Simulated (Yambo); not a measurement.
# LiH (Fm-3m) in Yambo: notebook

The runs below take LiH through optical spectrum, with PBEsol.

Program: Yambo 5.3.0. These are calculated values, not measurements. Logs are shortened: lines on timing, memory, paths and dates and some standing lists are left out, and cuts for length are marked.

## (1) Starting point

It takes space group Fm-3m (No. 225, cubic). The conventional cell has a = 4.074 Å, b = 4.074 Å, c = 4.074 Å, α = 90.00°, β = 90.00°, γ = 90.00°. Li (site symmetry m-3m) has 6 H at 2.04 Å as nearest neighbours. H (site symmetry m-3m) is surrounded by 6 Li at 2.04 Å.

## (2) Optical spectrum, PBEsol

optics1.in reads:

```
optics
chi
Chimod= "HARTREE"
% BndsRnXd
 1 | 17 |
%
NGsBlkXd= 1 Ry
% LongDrXd
 1 | 0 | 0 |
%
% QpntsRXd
 1 | 1 |
%
% EnRngeXd
 0 | 10 | eV
%
% DmRngeXd
 0.1 | 0.1 | eV
%
ETStpsXd= 200
```

scf.in reads:

```
&CONTROL
  calculation = 'scf'
  prefix = 'pwscf'
  outdir = './tmp'
  pseudo_dir = './pseudo'
/
&SYSTEM
  ibrav = 0
  A = 2.88039947
  nat = 2
  ntyp = 2
  ecutwfc = 74
  nbnd = 7
  occupations = 'smearing'
  smearing = 'fd'
  degauss = 0.00367493
  force_symmorphic = .true.
/
&ELECTRONS
  conv_thr = 4d-10
  electron_maxstep = 120
  mixing_beta = 0.5
/
ATOMIC_SPECIES
Li     6.9400 Li.upf
H      1.0080 H.upf
CELL_PARAMETERS alat
   0.0000000000    0.7071067820    0.7071067820
   0.7071067820    0.0000000000    0.7071067820
   0.7071067820    0.7071067820    0.0000000000
ATOMIC_POSITIONS alat
Li     0.0000000000    0.0000000000    0.0000000000
H      0.7071067820    0.7071067820    0.7071067820
K_POINTS automatic
20 20 20 0 0 0
```

nscf.in reads:

```
&CONTROL
  calculation = 'nscf'
  prefix = 'pwscf'
  outdir = './tmp'
  pseudo_dir = './pseudo'
/
&SYSTEM
  ibrav = 0
  A = 2.88039947
  nat = 2
  ntyp = 2
  ecutwfc = 74
  nbnd = 32
  occupations = 'fixed'
  force_symmorphic = .true.
/
&ELECTRONS
  conv_thr = 1d-08
  diago_full_acc = .true.
  diago_thr_init = 1d-06
/
ATOMIC_SPECIES
Li     6.9400 Li.upf
H      1.0080 H.upf
CELL_PARAMETERS alat
   0.0000000000    0.7071067820    0.7071067820
   0.7071067820    0.0000000000    0.7071067820
   0.7071067820    0.7071067820    0.0000000000
ATOMIC_POSITIONS alat
Li     0.0000000000    0.0000000000    0.0000000000
H      0.7071067820    0.7071067820    0.7071067820
K_POINTS automatic
20 20 20 0 0 0
```

Potentials or basis: PseudoDojo 0.4.1 SR PBEsol standard.

On the command line:

```sh
$ OMP_NUM_THREADS=1 pw.x -in scf.in > scf.out
$ OMP_NUM_THREADS=1 pw.x -in nscf.in > nscf.out
$ cd tmp/pwscf.save; p2y; mv SAVE ../..; cd ../..
$ OMP_NUM_THREADS=1 yambo
$ OMP_NUM_THREADS=1 yambo -F optics1.in -J optics1 -C optics1_out
```

Yambo's report:

```text
[... sections 02.01 to 02.04 as in the set-up run ...]

  [02.05] Energies & Occupations
  ==============================

  [X] === General ===
  [X] Electronic Temperature                        :  0.000000  0.000000 [eV K]
  [X] Bosonic    Temperature                        :  0.000000  0.000000 [eV K]
  [X] Finite Temperature mode                       : no
  [X] El. density                                   :  0.23671E+24 [cm-3]
  [X] Fermi Level                                   :  0.453311 [eV]

  [X] === Gaps and Widths ===
  [X] Conduction Band Min                           :  2.792030 [eV]
  [X] Valence Band Max                              :  0.000000 [eV]
  [X] Filled Bands                                  :  2
  [X] Empty Bands                                   :    3   32
  [X] Direct Gap                                    :  2.792030 [eV]
  [X] Direct Gap localized at k                     :  111
  [X] Indirect Gap                                  :  2.792030 [eV]
  [X] Indirect Gap between kpts                     :  111  111
  [X] Last valence band width                       :  5.360187 [eV]
  [X] 1st conduction band width                     :  12.68947 [eV]

 [03] Transferred momenta grid and indexing
 ==========================================

 IBZ Q-points                                      :  256
 BZ  Q-points                                      :   8000

 K/Q-points units:
 rlu = crystal or reduced units; cc = cartesian coordinates; iku = interal k-units

 Q [  1]        [rlu]:  0.000000  0.000000  0.000000
 Q [  2]        [rlu]:  0.11833E-17  0.11833E-17  0.50000E-01
 Q [  3]        [rlu]:  0.23665E-17  0.23665E-17  0.10000
 Q [  4]        [rlu]: -0.42614E-17 -0.42614E-17  0.15000
 Q [  5]        [rlu]:  0.47331E-17  0.47331E-17  0.20000
 Q [  6]        [rlu]: -0.72715E-17 -0.72715E-17  0.25000
[... 42 lines left out ...]
 Q [ 49]        [rlu]:  0.34354E-17  0.15000      0.20000
 Q [ 50]        [rlu]:  0.26308E-16  0.15000      0.25000

 Remaining 206 points informations can be written running with -fatlog

 [WARNING] [Xd] User bands 1-17 break level degeneracy

 [04] Dipoles
 ============

  [04.01] Setup: observables and procedures
  =========================================

  [WF-Oscillators/G space/Transverse up loader] Normalization (few states)  min/max  :  0.88825E-16   1.0000

  [WR./optics1//ndb.dipoles]------------------------------------------------------
   Brillouin Zone Q/K grids (IBZ/BZ)                :    256   8000    256   8000
   RL vectors                                       :  1807 [WF]
   Fragmentation                                    : yes
   Electronic Temperature                           :  0.000000 [K]
   Bosonic    Temperature                           :  0.000000 [K]
   DIP band range                                   :   1  17
   DIP band range limits                            :  2  3
   DIP e/h energy range                             : -1.000000 -1.000000 [eV]
   RL vectors in the sum                            :  1807
   [r,Vnl] included                                 : yes
   Bands ordered                                    : yes
   Direct v evaluation                              : no
   Approach used                                    : G-space v
   Dipoles computed                                 : R V P [G-space]
   Wavefunctions                                    : Perdew, Burke & Ernzerhof SOL(X)+Perdew, Burke & Ernzerhof SOL(C)

  [WARNING] [r,Vnl^pseudo] included in position and velocity dipoles.

  [WARNING] In case H contains other non local terms, these are neglected

 [05] Optics
 ===========

 [X-CG] R(p) Tot o/o(of R):    7323  240000     100
```

Run time: 52 s. Hardware: 1 thread of Intel Xeon 6975P-C (Granite Rapids), shared host; peak memory 0.69 GiB.

What came out:

| Quantity | Value |
| --- | --- |
| Band gap on the k mesh, mean-field level | 2.79 eV, direct |
| Absorption peak | 6.18 eV |
| Electronic dielectric constant along the field | 4.35 |
| Electronic dielectric constant along the field, independent particles | 4.65 |

Dielectric function (along the field direction of the input):
```
energy (eV)  real part  imaginary part
       0.25       4.36            0.06
       0.75       4.43            0.07
       1.26       4.59            0.08
       1.76       4.89            0.11
       2.26       5.46            0.20
       2.81       7.06            1.38
       3.32       6.31            4.42
       3.82       4.26            3.67
       4.32       3.84            4.28
       4.82       3.40            2.25
       5.38       3.41            4.36
       5.88       2.69            3.65
       6.38       1.43            4.76
       6.88       1.24            5.65
       7.39      -0.08            4.40
       7.94      -0.81            4.05
       8.44      -0.99            2.35
       8.94      -1.47            2.79
       9.45      -0.77            1.49
      10.00      -0.55            1.37
```

Caveat: these spectra lack excitons.

## (3) Optical spectrum, PBEsol

optics2.in reads:

```
optics
chi
tddft
Chimod= "ALDA"
% BndsRnXd
 1 | 17 |
%
NGsBlkXd= 2 Ry
% LongDrXd
 1 | 0 | 0 |
%
% QpntsRXd
 1 | 1 |
%
% EnRngeXd
 0 | 20 | eV
%
% DmRngeXd
 0.2 | 0.2 | eV
%
ETStpsXd= 200
FxcGRLc= 2 Ry
VXCRLvcs= 2 Ry
```

scf.in is that of step 2.

nscf.in is that of step 2.

Potentials or basis: PseudoDojo 0.4.1 SR PBEsol standard.

On the command line:

```sh
$ OMP_NUM_THREADS=1 pw.x -in scf.in > scf.out
$ OMP_NUM_THREADS=1 pw.x -in nscf.in > nscf.out
$ cd tmp/pwscf.save; p2y; mv SAVE ../..; cd ../..
$ OMP_NUM_THREADS=1 yambo
$ OMP_NUM_THREADS=1 yambo -F optics2.in -J optics2 -C optics2_out
```

Yambo's report:

```text
[... sections 02.01 to 02.04 as in the set-up run ...]

  [02.05] Energies & Occupations
  ==============================

  [X] === General ===
  [X] Electronic Temperature                        :  0.000000  0.000000 [eV K]
  [X] Bosonic    Temperature                        :  0.000000  0.000000 [eV K]
  [X] Finite Temperature mode                       : no
  [X] El. density                                   :  0.23671E+24 [cm-3]
  [X] Fermi Level                                   :  0.453311 [eV]

  [X] === Gaps and Widths ===
  [X] Conduction Band Min                           :  2.792030 [eV]
  [X] Valence Band Max                              :  0.000000 [eV]
  [X] Filled Bands                                  :  2
  [X] Empty Bands                                   :    3   32
  [X] Direct Gap                                    :  2.792030 [eV]
  [X] Direct Gap localized at k                     :  111
  [X] Indirect Gap                                  :  2.792030 [eV]
  [X] Indirect Gap between kpts                     :  111  111
  [X] Last valence band width                       :  5.360187 [eV]
  [X] 1st conduction band width                     :  12.68947 [eV]

 [03] Transferred momenta grid and indexing
 ==========================================

 IBZ Q-points                                      :  256
 BZ  Q-points                                      :   8000

 K/Q-points units:
 rlu = crystal or reduced units; cc = cartesian coordinates; iku = interal k-units

 Q [  1]        [rlu]:  0.000000  0.000000  0.000000
 Q [  2]        [rlu]:  0.11833E-17  0.11833E-17  0.50000E-01
 Q [  3]        [rlu]:  0.23665E-17  0.23665E-17  0.10000
 Q [  4]        [rlu]: -0.42614E-17 -0.42614E-17  0.15000
 Q [  5]        [rlu]:  0.47331E-17  0.47331E-17  0.20000
 Q [  6]        [rlu]: -0.72715E-17 -0.72715E-17  0.25000
[... 42 lines left out ...]
 Q [ 49]        [rlu]:  0.34354E-17  0.15000      0.20000
 Q [ 50]        [rlu]:  0.26308E-16  0.15000      0.25000

 Remaining 206 points informations can be written running with -fatlog

 [WARNING] [Xd] User bands 1-17 break level degeneracy

 [04] Dipoles
 ============

  [04.01] Setup: observables and procedures
  =========================================

  [WF-Oscillators/G space/Transverse up loader] Normalization (few states)  min/max  :  0.88825E-16   1.0000

  [WR./optics2//ndb.dipoles]------------------------------------------------------
   Brillouin Zone Q/K grids (IBZ/BZ)                :    256   8000    256   8000
   RL vectors                                       :  1807 [WF]
   Fragmentation                                    : yes
   Electronic Temperature                           :  0.000000 [K]
   Bosonic    Temperature                           :  0.000000 [K]
   DIP band range                                   :   1  17
   DIP band range limits                            :  2  3
   DIP e/h energy range                             : -1.000000 -1.000000 [eV]
   RL vectors in the sum                            :  1807
   [r,Vnl] included                                 : yes
   Bands ordered                                    : yes
   Direct v evaluation                              : no
   Approach used                                    : G-space v
   Dipoles computed                                 : R V P [G-space]
   Wavefunctions                                    : Perdew, Burke & Ernzerhof SOL(X)+Perdew, Burke & Ernzerhof SOL(C)

  [WARNING] [r,Vnl^pseudo] included in position and velocity dipoles.

  [WARNING] In case H contains other non local terms, these are neglected

 [05] Optics
 ===========

 [xc] Functional : Perdew, Burke & Ernzerhof SOL(X)+Perdew, Burke & Ernzerhof SOL(C)
 [xc] LIBXC used to calculate xc functional
 [X-CG] R(p) Tot o/o(of R):    7323  240000     100
```

It took 53 s on 1 thread of Intel Xeon 6975P-C (Granite Rapids), shared host; peak memory 0.69 GiB.

Results:

```yaml
Band_gap_on_the_k_mesh_mean-field_level: 2.79 eV, direct
Absorption_peak: 6.23 eV
Electronic_dielectric_constant_along_the_field: 4.57
Electronic_dielectric_constant_along_the_field_independent_particles: 4.65
```

Dielectric function (along the field direction of the input):
| energy (eV) | real part | imaginary part |
| --- | --- | --- |
| 0.30 | 4.59 | 0.14 |
| 0.80 | 4.67 | 0.15 |
| 1.31 | 4.86 | 0.18 |
| 1.81 | 5.19 | 0.25 |
| 2.31 | 5.82 | 0.45 |
| 2.81 | 6.91 | 1.62 |
| 3.32 | 6.03 | 3.86 |
| 3.82 | 4.92 | 3.93 |
| 4.32 | 4.24 | 4.18 |
| 4.82 | 3.71 | 3.46 |
| 5.33 | 3.58 | 4.73 |
| 5.83 | 3.08 | 4.33 |
| 6.33 | 1.91 | 5.76 |
| 6.83 | 1.05 | 5.78 |
| 7.34 | -0.51 | 4.85 |
| 7.84 | -1.21 | 3.88 |
| 8.34 | -1.26 | 2.74 |
| 8.84 | -1.20 | 2.59 |
| 9.35 | -0.96 | 1.57 |
| 9.85 | -0.57 | 1.42 |
| 10.35 | -0.56 | 1.15 |
| 10.85 | -0.18 | 1.02 |
| 11.36 | -0.10 | 1.19 |
| 11.86 | -0.24 | 0.94 |
| 12.36 | -0.22 | 0.83 |
| 12.86 | -0.17 | 0.78 |
| 13.37 | -0.11 | 0.59 |
| 13.87 | 0.00 | 0.49 |
| 14.37 | 0.02 | 0.43 |
| 14.87 | 0.10 | 0.37 |
| 15.38 | 0.19 | 0.30 |
| 15.88 | 0.23 | 0.28 |
| 16.38 | 0.30 | 0.23 |
| 16.88 | 0.35 | 0.21 |
| 17.39 | 0.39 | 0.21 |
| 17.89 | 0.42 | 0.17 |
| 18.39 | 0.46 | 0.15 |
| 18.89 | 0.48 | 0.14 |
| 19.40 | 0.52 | 0.12 |
| 20.00 | 0.56 | 0.11 |

Caveat: the LDA kernel is used on GGA states, which is inconsistent by a few percent; these spectra lack excitons. A k mesh can miss the band edges.

## (4) Optical spectrum, PBEsol

optics3.in reads:

```
optics
chi
Chimod= "IP"
% BndsRnXd
 1 | 17 |
%
% LongDrXd
 1 | 0 | 0 |
%
% QpntsRXd
 1 | 1 |
%
% EnRngeXd
 0 | 10 | eV
%
% DmRngeXd
 0.1 | 0.1 | eV
%
ETStpsXd= 150
```

scf.in is that of step 3.

nscf.in is that of step 3.

Potentials or basis: PseudoDojo 0.4.1 SR PBEsol standard.

On the command line:

```sh
$ OMP_NUM_THREADS=1 pw.x -in scf.in > scf.out
$ OMP_NUM_THREADS=1 pw.x -in nscf.in > nscf.out
$ cd tmp/pwscf.save; p2y; mv SAVE ../..; cd ../..
$ OMP_NUM_THREADS=1 yambo
$ OMP_NUM_THREADS=1 yambo -F optics3.in -J optics3 -C optics3_out
```

Yambo's report:

```text
[... sections 02.01 to 02.04 as in the set-up run ...]

  [02.05] Energies & Occupations
  ==============================

  [X] === General ===
  [X] Electronic Temperature                        :  0.000000  0.000000 [eV K]
  [X] Bosonic    Temperature                        :  0.000000  0.000000 [eV K]
  [X] Finite Temperature mode                       : no
  [X] El. density                                   :  0.23671E+24 [cm-3]
  [X] Fermi Level                                   :  0.453311 [eV]

  [X] === Gaps and Widths ===
  [X] Conduction Band Min                           :  2.792030 [eV]
  [X] Valence Band Max                              :  0.000000 [eV]
  [X] Filled Bands                                  :  2
  [X] Empty Bands                                   :    3   32
  [X] Direct Gap                                    :  2.792030 [eV]
  [X] Direct Gap localized at k                     :  111
  [X] Indirect Gap                                  :  2.792030 [eV]
  [X] Indirect Gap between kpts                     :  111  111
  [X] Last valence band width                       :  5.360187 [eV]
  [X] 1st conduction band width                     :  12.68947 [eV]

 [03] Transferred momenta grid and indexing
 ==========================================

 IBZ Q-points                                      :  256
 BZ  Q-points                                      :   8000

 K/Q-points units:
 rlu = crystal or reduced units; cc = cartesian coordinates; iku = interal k-units

 Q [  1]        [rlu]:  0.000000  0.000000  0.000000
 Q [  2]        [rlu]:  0.11833E-17  0.11833E-17  0.50000E-01
 Q [  3]        [rlu]:  0.23665E-17  0.23665E-17  0.10000
 Q [  4]        [rlu]: -0.42614E-17 -0.42614E-17  0.15000
 Q [  5]        [rlu]:  0.47331E-17  0.47331E-17  0.20000
 Q [  6]        [rlu]: -0.72715E-17 -0.72715E-17  0.25000
[... 42 lines left out ...]
 Q [ 49]        [rlu]:  0.34354E-17  0.15000      0.20000
 Q [ 50]        [rlu]:  0.26308E-16  0.15000      0.25000

 Remaining 206 points informations can be written running with -fatlog

 [WARNING] [Xd] User bands 1-17 break level degeneracy

 [04] Dipoles
 ============

  [04.01] Setup: observables and procedures
  =========================================

  [WF-Oscillators/G space/Transverse up loader] Normalization (few states)  min/max  :  0.88825E-16   1.0000

  [WR./optics3//ndb.dipoles]------------------------------------------------------
   Brillouin Zone Q/K grids (IBZ/BZ)                :    256   8000    256   8000
   RL vectors                                       :  1807 [WF]
   Fragmentation                                    : yes
   Electronic Temperature                           :  0.000000 [K]
   Bosonic    Temperature                           :  0.000000 [K]
   DIP band range                                   :   1  17
   DIP band range limits                            :  2  3
   DIP e/h energy range                             : -1.000000 -1.000000 [eV]
   RL vectors in the sum                            :  1807
   [r,Vnl] included                                 : yes
   Bands ordered                                    : yes
   Direct v evaluation                              : no
   Approach used                                    : G-space v
   Dipoles computed                                 : R V P [G-space]
   Wavefunctions                                    : Perdew, Burke & Ernzerhof SOL(X)+Perdew, Burke & Ernzerhof SOL(C)

  [WARNING] [r,Vnl^pseudo] included in position and velocity dipoles.

  [WARNING] In case H contains other non local terms, these are neglected

 [05] Optics
 ===========

 [X-CG] R(p) Tot o/o(of R):    7323  240000     100
```

o-optics3.eps_q1_ip:

```text
# Absorption @ Q(1):   1.00000000      0.00000000      0.00000000    [q->0 direction]
#
# [ X ] Hartree size                              :  1
# [GEN] GF Energies                               : Perdew, Burke & Ernzerhof SOL(X)+Perdew, Burke & Ernzerhof SOL(C)
# [GEN] Green`s Function                          : T-ordered
#
# [GEN] Gauge                                     : Length
# [GEN] [r,Vnl] included                          : yes
#
#    E[1] [eV]          Im(eps)            Re(eps)
#
        0.000000           0.070323           4.653322
        0.067114           0.070374           4.654015
        0.134228           0.070526           4.656095
        0.201342           0.070779           4.659571
        0.268456           0.071137           4.664452
        0.335570           0.071601           4.670758
[... 142 lines left out ...]
        9.932886           1.440798          -0.741644
        10.00000           1.306582          -0.729185
#
```

It took 50 s on 1 thread of Intel Xeon 6975P-C (Granite Rapids), shared host; peak memory 0.31 GiB.

What came out:

- Band gap on the k mesh, mean-field level: 2.79 eV, direct
- Absorption peak: 6.17 eV
- Electronic dielectric constant along the field: 4.65

Dielectric function (along the field direction of the input):
```
energy (eV)  real part  imaginary part
       0.27       4.66            0.07
       0.47       4.69            0.07
       0.74       4.74            0.08
       1.01       4.82            0.08
       1.21       4.90            0.09
       1.48       5.04            0.10
       1.74       5.24            0.12
       2.01       5.52            0.16
       2.21       5.80            0.20
       2.48       6.40            0.34
       2.75       7.48            1.07
       2.95       7.42            2.36
       3.22       7.14            4.00
       3.49       4.89            3.28
       3.76       5.12            4.76
       3.96       5.16            4.39
       4.23       5.17            4.25
       4.50       4.46            4.38
       4.70       2.23            4.08
       4.97       4.89            4.14
       5.23       4.19            5.15
       5.50       3.06            5.80
       5.70       2.95            3.89
       5.97       3.99            3.72
       6.24       1.67            7.53
       6.44       1.79            5.19
       6.71       1.39            5.94
       6.98       0.43            6.06
       7.25      -1.36            5.08
       7.45      -0.63            4.76
       7.72      -1.99            4.24
       7.99      -1.90            3.85
       8.19      -1.62            2.90
       8.46      -1.25            2.30
       8.72      -0.93            2.90
       8.99      -1.95            2.08
       9.19      -1.29            1.44
       9.46      -0.93            1.40
       9.73      -0.62            1.18
      10.00      -0.73            1.31
```

Caveat: independent-particle spectra lack excitons.

[end of part 1 of 2]
